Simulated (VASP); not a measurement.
Write the native input for VASP 6.6.1 that does the following.

```yaml
Task: band structure
Functional: LAK
Potentials_or_basis: VASP PAW PBE potentials, release 64 (Ti_sv, O)
Cutoff: 520 eV
k_mesh: 10 × 10 × 8
Occupations: fermi-dirac, width 0.05 eV
Spin: no spin polarisation
Further_INCAR_settings: ALGO = Normal; EDIFF = 1e-06; NBANDS = 16
```

The structure of TiO lies in POSCAR:

```
TiO
1.0
    3.0310000000      0.0000000000      0.0000000000
   -1.5155000000      2.6249229989      0.0000000000
    0.0000000000      0.0000000000      3.2377000000
Ti O
1 1
Direct
    0.6666666667      0.3333333333      0.0000000000
    0.0000000000      0.0000000000      0.5000000000
```

The input as run:

INCAR

```
SYSTEM = TiO
PREC = Accurate ; ENCUT = 520
EDIFF = 1E-6 ; ISMEAR = -1
SIGMA = 0.05 ; LREAL = .FALSE.
LASPH = .TRUE. ; NELM = 80
ALGO = Normal ; ISIF = 2
LWAVE = .FALSE. ; LCHARG = .FALSE.
LMAXMIX = 4 ; METAGGA = LAK
LMIXTAU = .TRUE. ; NBANDS = 16
```

KPOINTS

```
regular mesh
0
G
  10 10 8
  0 0 0
```

KPOINTS_OPT

```
path GMKGALHA,LM,KH
15
line-mode
reciprocal
 0.0000000000  0.0000000000  0.0000000000  G
 0.5000000000  0.0000000000  0.0000000000  M

 0.5000000000  0.0000000000  0.0000000000  M
 0.3333333333  0.3333333333  0.0000000000  K

 0.3333333333  0.3333333333  0.0000000000  K
 0.0000000000  0.0000000000  0.0000000000  G

 0.0000000000  0.0000000000  0.0000000000  G
 0.0000000000  0.0000000000  0.5000000000  A

 0.0000000000  0.0000000000  0.5000000000  A
 0.5000000000  0.0000000000  0.5000000000  L

 0.5000000000  0.0000000000  0.5000000000  L
 0.3333333333  0.3333333333  0.5000000000  H

 0.3333333333  0.3333333333  0.5000000000  H
 0.0000000000  0.0000000000  0.5000000000  A

 0.5000000000  0.0000000000  0.5000000000  L
 0.5000000000  0.0000000000  0.0000000000  M

 0.3333333333  0.3333333333  0.0000000000  K
 0.3333333333  0.3333333333  0.5000000000  H
```

Potentials or basis: VASP PAW PBE potentials, release 64 (Ti_sv, O).

Run with:

```bash
$ cat potpaw_PBE.64/Ti_sv/POTCAR potpaw_PBE.64/O/POTCAR > POTCAR
$ mpirun -np 1 vasp_std > vasp.out
```

Results of the run:

```
Pressure                : -35.6 GPa
Band gap on the k mesh  : 0.29 eV, direct
Band gap along the path : 0.29 eV, direct
```

Caveat: a pressure of tens of GPa on the cell as given is suspect, and the run, the potentials or the cell itself is likely at fault; the PAW data sets were made with another functional, which shifts forces and pressure a little.

It took 100 s on 1 thread of Intel(R) Xeon(R) Platinum 8488C (Sapphire Rapids), with other jobs on the host, peak memory 0.17 GiB.
